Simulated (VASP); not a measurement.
Computed with PBEsol GGA, VASP's PBE PAW potentials (set 64) (plane waves; VASP 6.6.1).

VASP input:

KPOINTS:
```
Regular mesh
0
Gamma
  7 7 7
```

### INCAR
```
NELM=100   ! most electronic steps
IBRION=2
SIGMA=0.05   ! width (eV)
ISMEAR=0   ! Gaussian
LWAVE=.FALSE.
LCHARG=.FALSE.
EDIFF=1E-6   ! SCF stop (eV)
EDIFFG=-0.01
ALGO=Normal
ISIF=3
LREAL=.FALSE.
LMAXMIX=4   ! l cut-off of mixed one-centre charges
SYSTEM=NaBr
NSW=60   ! most ionic steps
PREC=Accurate
ENCUT=400
GGA=PS   ! PBEsol
LASPH=.TRUE.   ! aspherical one-centre terms
```

POSCAR:
```
NaBr
1
    0.0000000000     2.9600942629     2.9600942629
    2.9600942629     0.0000000000     2.9600942629
    2.9600942629     2.9600942629     0.0000000000
Na Br
1 1
Direct
  0.0000000000   0.0000000000   0.0000000000
  0.5000000000   0.5000000000   0.5000000000
```

POTCAR, in this order: Na_pv Br (PBE.64 set). Program: vasp_std.

The run wrote:

OSZICAR:
```
       N       E                     dE             d eps       ncg     rms          rms(c)
DAV:   1     0.811842457436E+02    0.81184E+02   -0.63610E+03   440   0.101E+03
DAV:   2     0.360309692562E+00   -0.80824E+02   -0.76550E+02   485   0.244E+02
DAV:   3    -0.635881175478E+01   -0.67191E+01   -0.66860E+01   521   0.731E+01
DAV:   4    -0.648495291309E+01   -0.12614E+00   -0.12604E+00   499   0.107E+01
DAV:   5    -0.648676564608E+01   -0.18127E-02   -0.18126E-02   517   0.127E+00    0.155E+00
DAV:   6    -0.638334091955E+01    0.10342E+00   -0.16455E-01   500   0.329E+00    0.912E-01
DAV:   7    -0.637138895503E+01    0.11952E-01   -0.71056E-02   559   0.198E+00    0.503E-01
DAV:   8    -0.637344395763E+01   -0.20550E-02   -0.47424E-03   476   0.775E-01    0.109E-01
DAV:   9    -0.637340240039E+01    0.41557E-04   -0.10403E-04   521   0.112E-01    0.499E-02
DAV:  10    -0.637342844756E+01   -0.26047E-04   -0.53781E-05   479   0.723E-02    0.659E-03
DAV:  11    -0.637342774974E+01    0.69782E-06   -0.47374E-06   500   0.246E-02
   1 F= -.63734277E+01 E0= -.63734277E+01  d E =-.637343E+01
```

File OUTCAR:
```
------------------------ aborting loop because EDIFF is reached ----------------------------------------
  FORCE on cell =-STRESS in cart. coord.  units (eV):
  Direction    XX          YY          ZZ          XY          YZ          ZX
  --------------------------------------------------------------------------------------
  Total       -0.0186739     -0.0186739     -0.0186739      0.0000000     -0.0000000     -0.0000000
  in kB       -0.5767637     -0.5767637     -0.5767637      0.0000000     -0.0000000     -0.0000000
  external PRESSURE =      -0.5767637 kB  Pullay stress =       0.0000000 kB
  volume of cell :       51.87
      direct lattice vectors                 reciprocal lattice vectors
     0.000000000  2.960094263  2.960094263    -0.168913540  0.168913540  0.168913540
     2.960094263  0.000000000  2.960094263     0.168913540 -0.168913540  0.168913540
     2.960094263  2.960094263  0.000000000     0.168913540  0.168913540 -0.168913540
 POSITION                                       TOTAL-FORCE (eV/Angst)
 -----------------------------------------------------------------------------------
      0.00000      0.00000      0.00000         0.000000      0.000000      0.000000
      2.96009      2.96009      2.96009        -0.000000     -0.000000     -0.000000
 -----------------------------------------------------------------------------------
    total drift:                                0.000000      0.000000      0.000000
  FREE ENERGIE OF THE ION-ELECTRON SYSTEM (eV)
  ---------------------------------------------------
  free  energy   TOTEN  =        -6.3734277497 eV

  energy  without entropy=       -6.3734277497  energy(sigma->0) =       -6.37342775

 reached required accuracy - stopping structural energy minimisation
```
(Selected blocks of OUTCAR.)

### OUTCAR
```
 val. band max:       -0.6770342343   @ k =   0.0000   0.0000   0.0000

 cond. band min:       3.3957569740   @ k =   0.0000   0.0000   0.0000


 Fermi energy:        -0.4375121254

 k-point     1 :       0.0000    0.0000    0.0000
  band No.  band energies     occupation
      1     -22.0151      2.00000
      2     -22.0151      2.00000
      3     -22.0151      2.00000
      4     -13.5600      2.00000
      5      -0.6770      2.00000
      6      -0.6770      2.00000
      7      -0.6770      2.00000
      8       3.3958      0.00000
      9       9.0688      0.00000
     10       9.0688      0.00000
     11       9.0688      0.00000

 k-point     2 :       0.1429    0.0000    0.0000
  band No.  band energies     occupation
      1     -22.0184      2.00000
      2     -22.0152      2.00000
      3     -22.0152      2.00000
      4     -13.5048      2.00000
      5      -1.2475      2.00000
      6      -0.7360      2.00000
      7      -0.7360      2.00000
      8       4.0961      0.00000
      9       8.4543      0.00000
     10       9.2920      0.00000
     11       9.2920      0.00000

 k-point     3 :       0.2857    0.0000    0.0000
  band No.  band energies     occupation
      1     -22.0263      2.00000
      2     -22.0158      2.00000
      3     -22.0157      2.00000
      4     -13.3763      2.00000
      5      -2.1879      2.00000
      6      -0.8622      2.00000
      7      -0.8622      2.00000
      8       5.1005      0.00000
      9       8.2783      0.00000
     10       9.1805      0.00000
     11       9.1805      0.00000

 k-point     4 :       0.4286    0.0000    0.0000
  band No.  band energies     occupation
      1     -22.0324      2.00000
      2     -22.0162      2.00000
      3     -22.0162      2.00000
      4     -13.2683      2.00000
      5      -2.7855      2.00000
      6      -0.9578      2.00000
      7      -0.9578      2.00000
      8       5.3527      0.00000
      9       8.8362      0.00000
...
```

The compound is NaBr in the rock salt structure. It was relaxed first. The start is the result of an earlier pass.
